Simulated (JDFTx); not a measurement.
Runs of JDFTx 1.7.0 (patched build) on FeO (Wuestite). Symmetry: Fm-3m, No. 225, cubic system. The conventional cell has a = 4.311 Å, b = 4.311 Å, c = 4.311 Å, α = 90.00°, β = 90.00°, γ = 90.00°. Around Fe (site symmetry m-3m) lie 6 O at 2.16 Å. O (site symmetry m-3m) has 6 Fe at 2.16 Å as nearest neighbours. 

```csv
task,level,potentials or basis,local potential set to -Z/r beyond,further solve for the empty bands,pseudo rcut,gap on the mesh (eV),pressure (GPa),moment (μB)
single point,LDA,PseudoDojo-SR-LDA-0.4.1-standard with smoothed tails,6 bohr,yes,6,none,-16.3,4.00
single point,LDA,PseudoDojo-SR-LDA-0.4.1-standard,-,yes,-,none,(a),4.00
single point,PBE,PseudoDojo-SR-PBE-0.5-standard,-,yes,-,none,-0.9,4.00
single point,PBEsol,PseudoDojo-SR-PBEsol-0.4.1-standard,-,yes,-,none,-9.1,4.00
```

Alike in all rows: spin collinear, ferromagnetic start; cell as given; k mesh 11 × 11 × 11; cutoff (eV) 1225; smearing fermi-dirac 0.05 eV.

Q: Fill in the values left out.

A: (a) -16.2.

Caveats: a cell with one magnetic atom can't hold antiferromagnetic order, which such compounds often take; semilocal functionals often make such compounds metallic where correlation or magnetic order opens a gap, which also shifts bond lengths; so large a pressure means that the cell lies far from this level's equilibrium, or that cutoff or potentials fall short (some runs).

A k mesh can miss the band edges.

A gap of «none» marks a metal or a gap under the smearing width.

Not every run made on this cell is shown here.
